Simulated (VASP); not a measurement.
LiH (rocksalt): gaps by functional in VASP

```
Li H
1.0
     0.00000    2.00299    2.00299
     2.00299    0.00000    2.00299
     2.00299    2.00299    0.00000
Li H
1 1
Direct
  0.00000 0.00000 0.00000
  0.50000 0.50000 0.50000
```

All runs share this cell. Band v is the last that the valence electrons fill when counted band by band, and c is the next. A negative gap between them is a band overlap, as in a metal.

Problem. Rank these levels of theory by the band gap that they give, smallest first.
A. LDA
B. PBEsol
C. PBE
D. r²SCAN

Solution. A (2.60 eV), B (2.75 eV), C (2.98 eV), D (3.58 eV).
